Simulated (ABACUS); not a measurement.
Runs of ABACUS 3.10.1 on Si2Ni. Symmetry: Fm-3m, No. 225, cubic system. The conventional cell has a = 5.406 Å, b = 5.406 Å, c = 5.406 Å, α = 90.00°, β = 90.00°, γ = 90.00°. Ni (site symmetry m-3m) is surrounded by 8 Si at 2.34 Å. Around Si (site symmetry -43m) lie 4 Ni at 2.34 Å. 

```tsv
task	level	potentials or basis	k mesh	cutoff (eV)	radial cutoff of the potentials (pseudo_rcut)	SCF threshold on the density	eigensolver	gap on the mesh (eV)	pressure (GPa)	moment (μB)	V0 of scaled cells (Å³/atom)	B0 (GPa)
single point	PBE	PseudoDojo NC SR 0.4.1 PBE standard, plane waves	9 × 9 × 9	1333	10 bohr	1e-08	dav	none	3.9	0.00	-	-
equation of state	PBE	PseudoDojo NC SR 0.4.1 PBE standard, plane waves	9 × 9 × 9	1333	10 bohr	1e-08	dav	-	-	-	13.51	145
single point	PBE	PseudoDojo NC SR 0.4.1 PBE standard, plane waves	6 × 6 × 6	1333	7 bohr	1e-08	dav	none	3.9	0.00	-	-
equation of state	PBE	PseudoDojo NC SR 0.4.1 PBE standard, TZDP LCAO (the cutoffs set its grid)	9 × 9 × 9	1361	10 bohr	1e-07	genelpa	-	-	-	(b)	144
equation of state	PBE	PseudoDojo NC SR 0.4.1 PBE standard, DZP LCAO (the cutoffs set its grid)	9 × 9 × 9	1361	10 bohr	1e-07	genelpa	-	-	-	(c)	139
single point	PBE	PseudoDojo NC SR 0.4.1 PBE standard, TZDP LCAO (the cutoffs set its grid)	9 × 9 × 9	1361	10 bohr	1e-07	genelpa	none	4.3	0.00	-	-
single point	PBE	SPMS ONCV 1.0 PBE, plane waves	6 × 6 × 6	1333	7 bohr	1e-08	dav	none	4.1	0.00	-	-
single point	PBE	PseudoDojo NC SR 0.4.1 PBE standard, DZP LCAO (the cutoffs set its grid)	9 × 9 × 9	1361	10 bohr	1e-07	genelpa	none	(a)	0.00	-	-
equation of state	PBEsol	PseudoDojo NC SR 0.4.1 PBEsol standard, plane waves	9 × 9 × 9	1333	7 bohr	1e-08	dav	-	-	-	13.09	155
single point	PBEsol	PseudoDojo NC SR 0.4.1 PBEsol standard, plane waves	9 × 9 × 9	1333	7 bohr	1e-08	dav	none	-0.9	0.00	-	-
single point	PBE	Ansatz NC PBE, plane waves	6 × 6 × 6	1401	7 bohr	1e-08	dav	none	3.8	0.00	-	-
single point	PBE	GBRV ultrasoft 1.5 PBE, plane waves	6 × 6 × 6	544	10 bohr	1e-08	dav	none	2.1	0.00	-	-
```

Alike in all rows: spin collinear, ferromagnetic start; cell as given; smearing fermi-dirac 0.05 eV.

Fill in the values left out.

(a) 5.6; (b) 13.54; (c) 13.66.

Caveats: the atomic orbitals were generated for these runs and aren't a published set (some runs); the basis of atomic orbitals isn't converged, which shifts pressures, moduli and gaps (some runs); there are fewer bands than atomic start orbitals, so a level may be missed at k points of high symmetry (some runs).

A k mesh can miss the band edges.

A gap of «none» marks a metal or a gap under the smearing width.

Not every run made on this cell is shown here.
